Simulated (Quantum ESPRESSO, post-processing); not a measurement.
# 2H-MoS2, layer by layer, part 2 of 2

Wanted: polarisability and band edges of 2H-MoS2, layer by layer.

Quantum ESPRESSO 7.5; plane-wave DFT, PBE, GBRV ultrasoft pseudopotentials.

So far. Step 12 (Band structure, 1 layer: spin-orbit coupling): Along this path the valence top lies at K and the conduction bottom at K. Step 13 (Relaxing cell and ions, 2 layers):  The last row is no step: it is a fresh SCF in the final cell with a new plane-wave basis, +1 meV from the row before.

## (15) Electrostatic potential, 2 layers

n2.f0.pot.in

```
&inputpp
  prefix = 'n2.f0'
  outdir = './out'
  filplot = 'n2.f0.pot.dat'
  plot_num = 11
/
```

Run with:

```
$ OMP_NUM_THREADS=1 mpirun -n 4 pp.x -in n2.f0.pot.in > n2.f0.pot.out
```

The job ended after 2.3 s (4 MPI ranks of Intel Xeon Platinum 8259CL at 2.50GHz (Skylake/Cascade Lake), shared host; peak memory 0.23 GiB).

This step gave:

* slope of the potential above: 2.61e-5 eV/Å
* upper vacuum line continued to the top atoms, over the valence top: 5.461 eV
* slope of the potential below: -2.27e-5 eV/Å
* lower vacuum line continued to the bottom atoms, over the valence top: 5.461 eV
* vacuum level at the upper face over the valence top of the mesh: 5.461 eV
* vacuum level at the lower face over the valence top of the mesh: 5.461 eV

## (16) Ground state, 2 layers: field 0.1 V/Å

n2.f1.in

```
&control
  prefix = 'n2.f1'
  outdir = './out'
  pseudo_dir = './pseudo'
  calculation = 'scf'
  tprnfor = .true.
  tefield = .true.
  dipfield = .true.
/
&system
  ibrav = 0
  nat = 6
  ntyp = 2
  ecutwfc = 40
  ecutrho = 200
  occupations = 'smearing'
  smearing = 'fd'
  degauss = 0.004
  edir = 3
  emaxpos = 0.97
  eopreg = 0.04
  eamp = 0.00194469
  nbnd = 30
/
&electrons
  conv_thr = 1e-09
  mixing_beta = 0.4
  electron_maxstep = 120
  mixing_mode = 'plain'
  startingpot = 'file'
/
ATOMIC_SPECIES
  S   32.0600  s_pbe_v1.4.uspp.F.UPF
  Mo  95.9500  mo_pbe_v1.uspp.F.UPF
CELL_PARAMETERS angstrom
  3.15322104800000 0.00000000000000 0.00000000000000
  -1.57661052400000 2.73076953100000 0.00000000000000
  0.00000000000000 0.00000000000000 26.82519547600000
ATOMIC_POSITIONS crystal
  S   0.333333333300 0.666666666700 0.327717481600
  Mo  0.000000000000 0.000000000000 0.386107296300
  S   0.333333333300 0.666666666700 0.444457191600
  S   0.000000000000 0.000000000000 0.555542808400
  Mo  0.333333333300 0.666666666700 0.613892703700
  S   0.000000000000 0.000000000000 0.672282518400
K_POINTS automatic
  12 12 1 0 0 0
```

Run with:

```
$ cp -r out/n2.f0.save out/n2.f1.save
$ OMP_NUM_THREADS=1 mpirun -n 4 pw.x -nk 4 -in n2.f1.in > n2.f1.out
```

Wall time 3.4 min (4 MPI ranks); peak memory 0.76 GiB.

Numbers from this step:

* free energy: -5108.3747 eV
* Fermi energy: 2.661 eV
* dipole along the normal: 0.04909 e·Å
* valence top, on the run's zero: 2.089 eV
* conduction bottom, on the run's zero: 3.339 eV
* gap by band count: 1.250 eV

## (17) Potential by pp.x, 2 layers

n2.f1.pot.in

```
&inputpp
  prefix = 'n2.f1'
  outdir = './out'
  filplot = 'n2.f1.pot.dat'
  plot_num = 11
/
```

Run with:

```
$ OMP_NUM_THREADS=1 mpirun -n 4 pp.x -in n2.f1.pot.in > n2.f1.pot.out
```

Run time: 2.6 s. Hardware: 4 MPI ranks; peak memory 0.22 GiB.

Read from the output:

| Quantity | Value |
| --- | --- |
| slope of the potential above | 0.1000 eV/Å |
| upper vacuum line continued to the top atoms, over the valence top | 5.405 eV |
| slope of the potential below | 0.09997 eV/Å |
| lower vacuum line continued to the bottom atoms, over the valence top | 5.513 eV |

The slope in the vacuum is 0.100 eV/Å for an applied 0.10 V/Å, as it should be.

## (18) Band structure, 2 layers: no field

n2.f0.bands.in, as its differences from the input of step 16:

```diff
@@ -1,7 +1,6 @@
 &control
-  prefix = 'n2.f1'
+  prefix = 'n2.f0.bands'
   outdir = './out'
   pseudo_dir = './pseudo'
-  calculation = 'scf'
-  tprnfor = .true.
+  calculation = 'bands'
   tefield = .true.
@@ -21,3 +20,3 @@
   eopreg = 0.04
-  eamp = 0.00194469
+  eamp = 0.0
   nbnd = 30
@@ -25,7 +24,6 @@
 &electrons
-  conv_thr = 1e-09
+  conv_thr = 1e-07
   mixing_beta = 0.4
   electron_maxstep = 120
-  mixing_mode = 'plain'
-  startingpot = 'file'
+  mixing_mode = 'local-TF'
 /
@@ -45,3 +43,7 @@
   S   0.000000000000 0.000000000000 0.672282518400
-K_POINTS automatic
-  12 12 1 0 0 0
+K_POINTS crystal_b
+4
+  0.0000000000 0.0000000000 0.0000000000 12
+  0.5000000000 0.0000000000 0.0000000000 12
+  0.3333333333 0.3333333333 0.0000000000 12
+  0.0000000000 0.0000000000 0.0000000000 1
```

Run with:

```
$ cp -r out/n2.f0.save out/n2.f0.bands.save
$ cp out/n2.f0.xml out/n2.f0.bands.xml
$ OMP_NUM_THREADS=1 mpirun -n 4 pw.x -nk 4 -in n2.f0.bands.in > n2.f0.bands.out
```

It took 72 s on 4 MPI ranks; peak memory 0.41 GiB.

Read from the output:

| Property | Result |
| --- | --- |
| dipole along the normal | 0 e·Å |
| valence top, on the run's zero | 2.070 eV |
| conduction bottom, on the run's zero | 3.327 eV |
| gap by band count | 1.257 eV |

Band numbers count within the set of bands kept for display. The electronic bands at the labelled points (eV, zero at the highest filled level of the SCF mesh; v1 is the highest filled band, c1 the lowest empty one):

```tsv
point	v4	v3	v2	v1	c1	c2	c3	c4
Γ	-1.91	-1.77	-0.72	0.00	2.35	2.35	2.37	2.37
halfway	-2.00	-1.64	-1.25	-1.18	1.56	1.88	1.95	2.00
M	-1.44	-1.33	-1.16	-1.09	1.87	1.90	2.32	2.46
halfway	-2.53	-2.27	-0.82	-0.73	1.73	1.80	2.58	2.69
K	-2.62	-2.62	-0.52	-0.43	1.31	1.31	2.27	2.83
halfway	-1.57	-1.47	-1.27	-1.26	1.26	1.66	2.01	2.15
Γ	-1.91	-1.77	-0.72	0.00	2.35	2.35	2.37	2.37
```

Along this path the valence top lies at Γ and the conduction bottom between K and Γ.

## (19) Polarisability from the dipole between 0 and 0.1 V/A, 2 layers

This step gave:

- change of slope in the vacuum: 0.10000 eV/Å
- polarisability a cell: 7.069 Å³
- sheet polarisability 4πα/A: 10.32 Å

Table of change of the potential energy, second field less first by z:

```tsv
z (Å)	change of the potential energy, second field less first (eV)
0	-0.412
1	-0.724
2	-0.624
3	-0.524
4	-0.424
5	-0.324
6	-0.225
7	-0.131
8	-0.0672
9	-0.0505
10	-0.0475
11	-0.0426
12	-0.0388
13	-0.0176
14	0.0236
15	0.0401
16	0.0433
17	0.0488
18	0.0526
19	0.0754
20	0.149
21	0.245
22	0.344
23	0.444
24	0.544
25	0.644
26	0.723
```

## (20) The series side by side

All levels:

```tsv
level	sheet polarisability (Å)	gap without a field (eV)	vacuum over the valence top of the mesh (eV)	CPU time (s)
1 layer	5.107	1.774	5.924	464.5
2 layers	10.32	1.257	5.461	1703
```

## (21) By hand

From 1 to 2 layers, over the growth of the distance between the outermost mean planes: (10.317 − 5.107) Å / 6.111 Å = 0.853 = 1 − 1/ε, so ε = 6.8.

## (22) Summary of results

- 4πα/A of 1 layer: 5.11 Å
- gap along the path, 1 layer: 1.77 eV
- Kohn-Sham ionisation potential, 1 layer: 5.92 eV
- 4πα/A of 2 layers: 10.32 Å
- gap along the path, 2 layers: 1.26 eV
- Kohn-Sham ionisation potential, 2 layers: 5.46 eV

**Reading.** The sheet polarisability 4πα/A grows as 5.11 and 10.32 Å for 1 and 2 layers (PBE, GBRV ultrasoft). The last layer adds 6.11 Å between the outermost mean planes and 5.21 Å of 4πα/A; 1 − 1/ε = 0.853 gives ε = 6.8 along the normal for the stacked crystal at this spacing. The gap runs 1.77 and 1.26 eV. Relaxed under PBE-D3(BJ), the lattice constant goes from 3.154 to 3.153 Å. For one layer the induced dipoles at +0.1 and −0.1 V/Å differ in size by 0.0 %, which is SCF noise. With spin-orbit coupling (other, fully relativistic files) the single layer's gap along the path is 1.70 eV against 1.77 eV. The nearest atoms of neighbouring layers lie 3.49 Å apart. With 1 − 1/ε so near one, ε is touchy: 0.1 Å more spacing would give ε = 6.2. On the path the edges lie as follows: K to K for 1 and Γ to between K and Γ for 2 (valence top to conduction bottom, by number of layers). One stacking was chosen. The ions are clamped in the field. Semilocal gaps are too small and shrink less with thickness than quasiparticle gaps, which also feel the screening by neighbours.

[Logs are printed without paths, hosts, clocks, repeated set-up lines and the standing remarks that a program may print on its own settings, such as how far it seeks lower states.]

[Hosts, paths, dates, database ids (printed as entryN), source tags and the programs' standing remarks are cut or masked in the printed files.]

[Maps of the electrostatic potential energy from Ansatz leave out the sawtooth potential of an applied field or a dipole correction, so their vacuum need not be flat; planar profiles and work functions include it.]
